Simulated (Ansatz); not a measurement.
# AlRu: a tetragonal deformation path

One table from this session's results is given with a row withheld; the runs are named, their logs left out.

Program: Ansatz 0.2.0. Level of theory: DFT PBE, scalar-relativistic, plane waves, PAW. These are calculated values, not measurements.

**The system as given**

It takes space group Pm-3m (No. 221, cubic). The conventional cell has a = 2.992 Å, b = 2.992 Å, c = 2.992 Å, α = 90.00°, β = 90.00°, γ = 90.00°. Around Al (site symmetry m-3m) lie 8 Ru at 2.59 Å. Ru (site symmetry m-3m) has 8 Al at 2.59 Å in its first shell of neighbours.

Coordinates:

```cif
data_structure
_symmetry_space_group_name_H-M 'P 1'
_symmetry_Int_Tables_number 1
_cell_length_a 2.9916
_cell_length_b 2.9916
_cell_length_c 2.9916
_cell_angle_alpha 90.000
_cell_angle_beta 90.000
_cell_angle_gamma 90.000
_cell_volume 26.77
loop_
_atom_site_label
_atom_site_type_symbol
_atom_site_fract_x
_atom_site_fract_y
_atom_site_fract_z
_atom_site_occupancy
Al1 Al 0.00000 0.00000 0.00000 1
Ru1 Ru 0.50000 0.50000 0.50000 1
```

No relaxation comes first: the listed cell is the starting point.

**The reference cell**

Reference values: F = -6417.4754 eV; pressure 2.58 GPa; largest force 0.000 eV/Å; gap on the mesh none (metal). It was computed beforehand with the settings of the runs below.

Set-up of the first run:

At fixed volume and fractional coordinates, lengths along (0.000, 0.000, 1.000) are scaled against those across it; ρ is that ratio over its starting value.

File input.yaml:

```yaml
crystal:
  lattice:
    - [3.3581265107, 0.0, 0.0]
    - [0.0, 3.3581265107, 0.0]
    - [0.0, 0.0, 2.3741954431]
  atoms:
    - { symbol: Al, position: [0.0, 0.0, 0.0] }
    - { symbol: Ru, position: [0.5, 0.5, 0.5] }
basis:
  ecutwfc: 420
kpoints:
  mp_grid: { grid: [18, 18, 18] }
hamiltonian:
  xc: pbe
scf:
  occupations: { method: gaussian, width: 0.15 }
output:
  forces: true
  stress: true
  eigenvalues: true
```

On the command line:

```console
ansatz run input.yaml --threads 1 --pin off --max-ram 2560MiB --backend cpu --events-out ev --progress --plain --runs-dir out
```

Steps of the session up to this table: At ρ = 0.707; ρ = 1.414; At ρ = 0.850; Point ρ = 1.200; ρ = 0.780; Point ρ = 1.300; Point ρ = 0.920; Point ρ = 1.100; ρ = 0.650; Point ρ = 1.500; Point ρ = 0.960; At ρ = 1.050.

One table of the session follows, with a row left open; its other results are not shown here.

The scan, with free energies counted from the undisturbed cell:

| ρ | ΔE (meV/atom) | pressure (GPa) |
| --- | --- | --- |
| 0.650 | 1176.4 | 35.6 |
| 0.707 | 750.6 | 23.1 |
| 0.780 | 381.1 | 12.3 |
| 0.850 | 151.8 | 6.3 |
| 0.920 | 36.5 | 3.4 |
| 0.960 | 8.4 | 2.8 |
| 1.000 | 0.0 | 2.6 |
| 1.050 | 11.5 | 2.8 |
| 1.100 | 42.6 | 3.5 |
| 1.200 | ? | ? |
| 1.300 | 256.8 | 8.6 |
| 1.414 | 355.1 | 11.1 |
| 1.500 | 443.6 | 13.0 |

Q: Estimate the row for ρ = 1.200 from the others.

Worked estimate for «ΔE (meV/atom)». A straight line through the neighbours (1.100, 42.6) and (1.300, 256.8) gives 42.6 + (256.8 − 42.6) × (1.200 − 1.100) / (1.300 − 1.100) = 149.7; a parabola fitted to 4 rows on both sides gives 153.5.

**Answer.** ΔE (meV/atom): 146.7; pressure (GPa): 5.8. In «ΔE (meV/atom)» the line misses by +3.0 and the parabola by +6.8.
